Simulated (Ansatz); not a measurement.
Sb$_{2}$Te$_{3}$ (Bi2Te3 type, space group R-3m)

```
CELL_PARAMETERS angstrom
      2.13805     1.23440     9.94161
     -2.13805     1.23440     9.94161
      0.00000    -2.46881     9.94161
ATOMIC_POSITIONS crystal
  Sb 0.39906 0.39906 0.39906
  Sb 0.60094 0.60094 0.60094
  Te 0.00000 0.00000 0.00000
  Te 0.21017 0.21017 0.21017
  Te 0.78983 0.78983 0.78983
```

Two coordinates are scanned: the volume, and the ratio of the stretch along z (the conventional c axis) to the stretch across it. Atoms keep their fractional coordinates.

All values below come from PBE-D3(BJ) (plane waves to 420 eV, PAW, scalar-relativistic; Ansatz, an electronic-structure program). k mesh 9×9×9 (Γ-centred), Fermi-Dirac smearing 0.05 eV. Stress and pressure are positive under compression. As the atoms are clamped, bonds stretch with the cell, which overstates energies and stresses. As the smearing reaches across the gap at some points, the response to shear is sensitive to the k mesh, so small differences along c/a are uncertain. Sb2Te3 was relaxed with its symmetry unable to fall. Spin-orbit coupling is left out, though Sb and Te are heavy.

At one point of the scan the stress tensor (GPa) is:

```
   -2.3      0.0      0.0
    0.0     -2.3      0.0
    0.0      0.0     -1.1
```

### Question
Which point is it?
A) V/V₀ = 1.000, (c/a)/(c/a)₀ = 0.980
B) V/V₀ = 1.040, (c/a)/(c/a)₀ = 1.020
C) V/V₀ = 1.040, (c/a)/(c/a)₀ = 1.000
D) V/V₀ = 1.040, (c/a)/(c/a)₀ = 0.960

### Answer
D, V/V₀ = 1.040, (c/a)/(c/a)₀ = 0.960

(Under strain, the slope of the energy per volume gives the stress and its curvature an elastic modulus.)
